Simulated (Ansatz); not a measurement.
KF built on the h-MgO prototype, relaxed with r2SCAN: 5 runs in the plane-wave code Ansatz, each a calculation of independent-particle optics. Space group P6_3/mmc (No. 194), hexagonal; a = 4.485 Å, c = 5.272 Å in the conventional setting, 22.96 Å³ an atom. K has 5 F at 2.59–2.64 Å; F has 5 K at 2.59–2.64 Å. Values at 0 K without nuclear motion; spin polarisation is off, and the phase may be a hypothetical one.

```yaml
crystal:
  lattice:
    - [4.48472, 0.00000, 0.00000]
    - [-2.24236, 3.88388, 0.00000]
    - [0.00000, 0.00000, 5.27169]
  atoms:
    - { symbol: K, position: [0.33333, 0.66667, 0.25000] }
    - { symbol: K, position: [0.66667, 0.33333, 0.75000] }
    - { symbol: F, position: [0.66667, 0.33333, 0.25000] }
    - { symbol: F, position: [0.33333, 0.66667, 0.75000] }
```

On meshes this coarse, single peaks can be features of the mesh. No local fields, no excitons; the zone sum runs over the cells of the mesh, and ε∞ includes the bands left out of the spectrum. Up to four peaks are listed, those above 15 % of the tallest and inside the complete range; the four can differ from row to row. Rows marked drawn have settings drawn at random (some not listed).

```tsv
functional	k mesh	broadening (eV)	scissors (eV)	range (eV)	settings	direct gap on the mesh before scissors (eV)	ε∞ xx	ε∞ yy	ε∞ zz	complete up to (eV)	tallest peaks of mean ε₂ (eV)
PBE	6×6×4	0.1	0.00	0–21	chosen	5.38	1.94	1.94	1.93	21.0	10.75 11.60 13.10 20.00
r2SCAN	6×6×4	0.1	0.00	0–21	chosen	5.96	1.85	1.85	1.84	21.0	11.55 12.50 14.05 18.85
LDA	6×6×4	0.1	0.00	0–21	chosen	5.15	1.98	1.98	1.98	21.0	10.60 11.45 19.60 20.65
PBE	6×6×4	0.1	1.89 (to HSE06)	0–21	chosen	5.38	1.83	1.83	1.82	21.0	12.65 13.50 15.00 19.95
PBE	6×6×4	0.15	0.00	2–15	drawn	5.38	1.94	1.94	1.93	15.0	7.60 8.80 11.60 13.10
```
